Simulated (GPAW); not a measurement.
# AlN (F-43m) in GPAW: single point with PBE

Aim: the single point of AlN with PBE.

Program: GPAW 26.7.0. These are calculated values, not measurements. Logs are shortened: lines on timing, memory, paths and dates and some standing lists are left out, and cuts for length are marked. The log counts tension as positive stress, the text compression.

### 1 The crystal as given

Symmetry: F-43m, No. 216, cubic system. The conventional cell has a = 4.368 Å, b = 4.368 Å, c = 4.368 Å, α = 90.00°, β = 90.00°, γ = 90.00°. Al (site symmetry -43m) has 4 N at 1.89 Å as nearest neighbours. N (site symmetry -43m) has 4 Al at 1.89 Å as nearest neighbours.

Measurements of this composition are mostly on another form, of space group No. 186.

### 2 Single point, PBE

File run.py:

```python
from ase.dft.bandgap import bandgap
from ase.io import read, write
from ase.units import GPa
from gpaw import GPAW, PW

atoms = read('POSCAR')

calc = GPAW(mode=PW(900),
            xc='PBE',
            kpts={'size': (10, 10, 10), 'gamma': True},
            occupations={'name': 'fermi-dirac', 'width': 0.05},
            nbands=11,
            convergence={'density': 1e-05, 'energy': 1e-05},
            maxiter=60,
            txt='gpaw.txt')
atoms.calc = calc
energy = atoms.get_potential_energy()
forces = atoms.get_forces()
stress = atoms.get_stress()
calc.write('gs.gpw')
write('result.traj', atoms)
print(f'Energy: {energy:.6f} eV')
print('Forces (eV/A):')
print(forces.round(4))
print('Stress (GPa):', (stress / GPa).round(3))
print('Fermi level:', round(calc.get_fermi_level(), 4), 'eV')
print(f'Gap: {bandgap(calc)[0]:.4f} eV, direct: {bandgap(calc, direct=True)[0]:.4f} eV')
```

File POSCAR:

```
AlN
1.0
    0.0000000000      2.1839935596      2.1839935596
    2.1839935596      0.0000000000      2.1839935596
    2.1839935596      2.1839935596      0.0000000000
Al N
1 1
Direct
    0.0000000000      0.0000000000      0.0000000000
    0.2500000000      0.2500000000      0.2500000000
```

Potentials or basis: GPAW PAW data sets (gpaw-data 1.2.1), pw.

Run with:

```
> OMP_NUM_THREADS=1 python run.py
```

gpaw.txt:

```text
__  _  _
 | _ |_)|_||  |
 |__||  | ||/\| - 26.7.0

Input parameters:
  mode=PW(ecut=900.0000000000001),
  convergence={'density': 1e-05, 'energy': 1e-05},
  kpts=MonkhorstPack(size=(10, 10, 10), gamma=True),
  maxiter=60,
  nbands=11,
  occupations=Occupations(name='fermi-dirac', width=0.05),
  xc=XC(name='PBE')

Diagonalizing LCAO Hamiltonian
Converting LCAO to pw mode

           N
       Al

Atoms  # Å, Bohr magnetons
|   | symbol |        x |        y |        z |    initial magnetic moments |
|---|--------|----------|----------|----------|-----------------------------|
| 0 |     Al | 0.000000 | 0.000000 | 0.000000 | ( 0.0000,  0.0000,  0.0000) |
| 1 |      N | 1.091997 | 1.091997 | 1.091997 | ( 0.0000,  0.0000,  0.0000) |

Unit cell  # Å
| periodic |        x |        y |        z |  lengths |    angles |
|----------|----------|----------|----------|----------|-----------|
|      yes | 0.000000 | 2.183994 | 2.183994 | 3.088633 | 60.000000 |
|      yes | 2.183994 | 0.000000 | 2.183994 | 3.088633 | 60.000000 |
|      yes | 2.183994 | 2.183994 | 0.000000 | 3.088633 | 60.000000 |

Number of symmetries: 24
Symmetry operations  # r_c * U_cc + t_c -> r_c
|    | kind |            matrix            |
|----|------|------------------------------|
|  0 |  E   |  1, 0, 0,  0, 1, 0,  0, 0, 1 |
|  1 |  σ   |  1, 0, 0,  0, 0, 1,  0, 1, 0 |
|  2 |  σ   |  1, 0,-1,  0, 1,-1,  0, 0,-1 |
|  3 |  C3  |  1, 0,-1,  0, 0,-1,  0, 1,-1 |
|  4 |  C3  |  1,-1, 0,  0,-1, 1,  0,-1, 0 |
|  5 |  σ   |  1,-1, 0,  0,-1, 0,  0,-1, 1 |
|  6 |  σ   |  0, 1, 0,  1, 0, 0,  0, 0, 1 |
|  7 |  C3  |  0, 1, 0,  0, 0, 1,  1, 0, 0 |
|  8 |  C2  |  0, 1,-1,  1, 0,-1,  0, 0,-1 |
|  9 |  S4  |  0, 1,-1,  0, 0,-1,  1, 0,-1 |
| 10 |  C3  |  0, 0, 1,  1, 0, 0,  0, 1, 0 |
| 11 |  σ   |  0, 0, 1,  0, 1, 0,  1, 0, 0 |
| 12 |  S4  |  0, 0,-1,  1, 0,-1,  0, 1,-1 |
| 13 |  C3  |  0, 0,-1,  0, 1,-1,  1, 0,-1 |
| 14 |  S4  |  0,-1, 1,  1,-1, 0,  0,-1, 0 |
| 15 |  C2  |  0,-1, 1,  0,-1, 0,  1,-1, 0 |
| 16 |  C3  |  0,-1, 0,  1,-1, 0,  0,-1, 1 |
| 17 |  S4  |  0,-1, 0,  0,-1, 1,  1,-1, 0 |
| 18 |  S4  | -1, 1, 0, -1, 0, 1, -1, 0, 0 |
| 19 |  C3  | -1, 1, 0, -1, 0, 0, -1, 0, 1 |
| 20 |  C3  | -1, 0, 1, -1, 1, 0, -1, 0, 0 |
| 21 |  S4  | -1, 0, 1, -1, 0, 0, -1, 1, 0 |
| 22 |  σ   | -1, 0, 0, -1, 1, 0, -1, 0, 1 |
| 23 |  C2  | -1, 0, 0, -1, 0, 1, -1, 1, 0 |

BZ-sampling:
  Number of BZ points: 1000
  Number of IBZ points: 47

  Monkhorst-Pack size: [10, 10, 10]
  Monkhorst-Pack shift: [0.05, 0.05, 0.05]

K-points  # in reciprocal-cell coordinates
|     |                                coordinates |     weight |
|-----|--------------------------------------------|------------|
|   0 | (  0.00000000,   0.00000000,   0.00000000) | 0.00100000 |
|   1 | (  0.10000000,   0.10000000,   0.00000000) | 0.00600000 |
|   2 | (  0.10000000,   0.10000000,   0.10000000) | 0.00800000 |
|   3 | (  0.20000000,   0.10000000,   0.10000000) | 0.01200000 |
|   4 | (  0.20000000,   0.20000000,   0.00000000) | 0.00600000 |
|   5 | (  0.20000000,   0.20000000,   0.10000000) | 0.02400000 |
|   6 | (  0.20000000,   0.20000000,   0.20000000) | 0.00800000 |
|   7 | (  0.30000000,   0.20000000,   0.10000000) | 0.02400000 |
|   8 | (  0.30000000,   0.20000000,   0.20000000) | 0.02400000 |
|   9 | (  0.30000000,   0.30000000,   0.00000000) | 0.00600000 |
| ... |                                            |            |
|  46 | (  0.50000000,   0.50000000,   0.50000000) | 0.00400000 |

Plane wave coefficients: 1298
Cutoff: 900.0000000000001 eV

Spin-components: 1 (collinear spins)
Bands:           11
Projectors:      10
Spin-degeneracy: 2
Datatype:        complex128

Parallelization:
  kpt:    1
  domain: 1
  band:   1

Density:
  Valence electrons: 8.0
  Components: 1
  Grid points: [24 24 24]
  Charge: 0.0  # |e|

Potential:
  Grid points: [24 24 24]

species:
  Al:
    name:    Aluminium
    Z:       13.0
    valence: 3
    core:    10
    charge:  0.0  # [|e|]
    compensation charges:
      type: gauss
      rc: 0.34  # [Å]
      lmax: 2
    cutoffs:
      filter: 1.91  # [Å]
      core: 2.36  # [Å]
    projectors
    | kind |    occ | energy [eV] | rcut [Å] |
    |------|--------|-------------|----------|
    |   3s |  2.000 |      -7.753 |    1.085 |
    |   3p |  1.000 |      -2.712 |    1.085 |
    |    s |        |      19.459 |    1.085 |
    |    p |        |      24.499 |    1.085 |
    |    d |        |       0.000 |    1.085 |

    Using partial waves for Al as LCAO basis

  N:
    name:    Nitrogen
    Z:       7.0
    valence: 5
    core:    2
    charge:  0.0  # [|e|]
    compensation charges:
      type: gauss
      rc: 0.18  # [Å]
      lmax: 2
    cutoffs:
      filter: 1.11  # [Å]
      core: 0.96  # [Å]
    projectors
    | kind |    occ | energy [eV] | rcut [Å] |
    |------|--------|-------------|----------|
    |   2s |  2.000 |     -18.583 |    0.603 |
    |   2p |  3.000 |      -7.089 |    0.529 |
    |    s |        |       8.629 |    0.603 |
    |    p |        |      20.123 |    0.529 |
    |    d |        |       0.000 |    0.577 |

    Using partial waves for N as LCAO basis

Reference energy: -8085.144769  # eV

eigensolver:
  PPCG
  Converge bands: occupied
  niter=2

density mixing:
  MSR1-Mixer
  Pratt-step length: 0.05
  Maximum mixing coefficient: 0.75
  Old densities: 10
  SVD Regularization: 0.005
  Good broyden scale: 1.0
  Trust region scale: 1.0
  Backstep threshold: 4.0
  History deletion threshold: 6.0
  Fourier metric: weight=20.0, sigma=0.015

occupation numbers:
  Fermi-Dirac:
    width: 0.0500  # eV

poisson solver:
  ecut: 7200.000000000001  # eV

xc functional:
  name: PBE with 2 nearest neighbor stencil

convergence criteria:
- Maximum integral of absolute [dens]ity change: 1e-05 electrons / valence electron
- Maximum [total energy] change in last 3 cyles: 1e-05 eV / valence electron
- Maximum integral of absolute [eigenst]ate change: 4e-08 eV^2 / valence electron
maximum number of iterations: 60

SCF iterations
|iter     | |      energy | eigst |  dens |
|---------|-|-------------|-------|-------|
|iter:   1| |  -16.843393 | -0.23 |       |
|iter:   2| |  -16.312392 | -2.23 | -0.55 |
|iter:   3| |  -14.797075 | -0.91 | -0.60 |
|iter:   4| |  -14.809302 | -2.99 | -1.24 |
|iter:   5| |  -14.815931 | -3.37 | -1.53 |
|iter:   6| |  -14.815981 | -5.45 | -2.77 |
|iter:   7| |  -14.815992c| -6.37 | -3.14 |
|iter:   8| |  -14.815992c| -8.55c| -4.41 |
|iter:   9| |  -14.815992c| -8.13c| -4.89 |
|iter:  10| |  -14.815992c| -9.61c| -5.97c|

Converged in 10 steps
Energy contributions relative to reference atoms: (reference = -8085.144769)

Energy contributions:
  Kinetic:          18.127268
  Coulomb:         -15.729002
  Zero:              0.100537
  External:          0.000000
  Xc:              -17.314796
  Entropy:          -0.000000
  Spinorbit:         0.000000
  ----------------------------
  Free energy:     -14.815992
  Extrapolated:    -14.815992

dipole moment: (-8.575756, -8.575756, -8.575756)  # |e|*Ang

Fermi level: 6.986
Eigenvalues  # (at kpt = [0.000, 0.000, 0.000])
| band index |      eig [eV] | occ [0-2] |
|------------|---------------|-----------|
|          0 |        -9.001 |     2.000 |
|          1 |         5.981 |     2.000 |
|          2 |         5.981 |     2.000 |
|          3 |         5.981 |     2.000 |
|          4 |        10.187 |     0.000 |
|          5 |        18.547 |     0.000 |
|          6 |        18.547 |     0.000 |
|          7 |        18.547 |     0.000 |
|          8 |        23.673 |     0.000 |
|          9 |        23.704 |     0.000 |
|         10 |        25.106 |     0.000 |

Gap: 3.308 eV
Transition (v -> c):
  (s=0, k=0, n=3, [0.00, 0.00, 0.00]) -> (s=0, k=41, n=4, [0.50, 0.50, 0.00])
Direct/indirect transitions are different
Direct gap: 4.206 eV
Transition at: (s=0, k=0, n=3, [0.00, 0.00, 0.00])

Forces  # eV/Ang
|        x |        y |       z |
|----------|----------|---------|
|  0.00000 |  0.00000 | 0.00000 |  # Al   0
| -0.00000 | -0.00000 | 0.00000 |  # N    1

Stress tensor  # eV/Ang^3
|         x |         y |         z |
|-----------|-----------|-----------|
| -0.039088 | -0.000000 | -0.000000 |
| -0.000000 | -0.039088 |  0.000000 |
| -0.000000 |  0.000000 | -0.039088 |

# Writing to gs.gpw (mode='')
```

Wall time 12 s (1 thread of Intel Xeon Platinum 8488C (Sapphire Rapids), shared host); peak memory 0.16 GiB.

What came out:

| Item | Value |
| --- | --- |
| Free energy | -14.8160 eV |
| Pressure | 6.3 GPa |
| Band gap on the k mesh | 3.31 eV, indirect (least direct gap 4.21 eV) |

Levels at points of the mesh, in eV from the valence-band top:
```csv
k point,band 1,band 2,band 3,band 4,band 5,band 6,band 7
"(0.00, 0.00, 0.00)",-14.98,0.00,0.00,0.00,4.21,12.57,12.57
"(0.50, 0.50, 0.00)",-12.29,-4.90,-1.78,-1.78,3.31,8.61,13.96
"(0.50, 0.50, 0.50)",-12.93,-5.86,-0.48,-0.48,7.39,9.87,11.14
```
